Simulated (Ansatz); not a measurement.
Runs of Ansatz 0.2.0 on Al2Cu (Khatyrkite). The structure is tetragonal, space group I4/mcm (No. 140). Conventional cell: a = 6.067 Å, b = 6.067 Å, c = 4.877 Å, α = 90.00°, β = 90.00°, γ = 90.00°. Cu (site symmetry 422) is surrounded by 2 Cu at 2.44 Å and 8 Al at 2.59 Å. Al (site symmetry m2m) is surrounded by 4 Cu at 2.59 Å and 3 Al at 2.71 to 2.90 Å. 

```csv
level,cutoff (eV),gap on the mesh (eV),pressure (GPa),largest force (eV/Å)
r2SCAN,500,none,-3.9,0.09
BLYP,420,none,3.9,(c)
revPBE,420,none,1.5,0.02
PBEsol,420,none,-3.5,0.07
LDA,420,none,(b),(a)
RPBE,420,none,2.1,0.02
PBE,420,none,-0.3,-
```

Alike in all rows: task band structure; potentials or basis Ansatz PAW; no spin polarisation; cell as given; k mesh 7 × 7 × 7; smearing fermi-dirac 0.05 eV.

Problem. Fill in the values left out.

Solution. (a) 0.10; (b) -6.4; (c) 0.08.

Caveats: the PAW data sets come from PBE, with cores solved anew for the run's functional, which leaves a small shift of forces and pressure (some runs).

A gap of «none» marks a metal or a gap under the smearing width.
